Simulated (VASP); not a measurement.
Set up this calculation in VASP 6.6.1, as the native input.

| Property | Result |
| --- | --- |
| Task | single point |
| Functional | r2SCAN |
| Potentials or basis | VASP PAW PBE potentials, release 64 (Li_sv) |
| Cutoff | 520 eV |
| k mesh | 10 × 10 × 5 |
| Occupations | fermi-dirac, width 0.05 eV |
| Spin | no spin polarisation |
| Further INCAR settings | ALGO = Normal; EDIFF = 1e-07; NBANDS = 10 |

The structure of Li lies in POSCAR:

```
Li
1.0
    3.1110000000      0.0000000000      0.0000000000
   -1.5555000000      2.6942050312      0.0000000000
    0.0000000000      0.0000000000      5.0930000000
Li
2
Direct
    0.6666666667      0.3333333333      0.7500000000
    0.3333333333      0.6666666667      0.2500000000
```

This isn't the form of Li at room conditions, which is bcc.

One way to write it, as run:

INCAR

```
SYSTEM = Li
PREC     = Accurate       ! precision mode
ENCUT    = 520            ! plane-wave cutoff, eV
EDIFF    = 1E-7           ! SCF threshold, eV
ISMEAR   = -1             ! smearing method
SIGMA    = 0.05           ! smearing width, eV
LREAL    = .False.        ! projectors in reciprocal space
LASPH    = .True.         ! aspherical terms in the spheres
NELM     = 80             ! most SCF steps
ALGO     = Normal         ! electronic algorithm
ISIF     = 2              ! what is computed and relaxed
LWAVE    = .False.        ! write WAVECAR
LCHARG   = .False.        ! write CHGCAR
METAGGA  = R2SCAN         ! meta-GGA
LMIXTAU  = .True.       
NBANDS   = 10             ! bands
```

KPOINTS

```
regular mesh
0
Gamma
  10 10 5
  0 0 0
```

Potentials or basis: VASP PAW PBE potentials, release 64 (Li_sv).

Launch:

```bash
$ cat potpaw_PBE.64/Li_sv/POTCAR > POTCAR
$ mpirun -np 1 vasp_std > vasp.out
```

Results of the run:

- Band gap on the k mesh: none (metal or under the smearing width)

It took 100 s on 1 thread of Intel(R) Xeon(R) Platinum 8259CL CPU @ 2.50GHz (Skylake/Cascade Lake), on a shared host, peak memory 0.16 GiB.
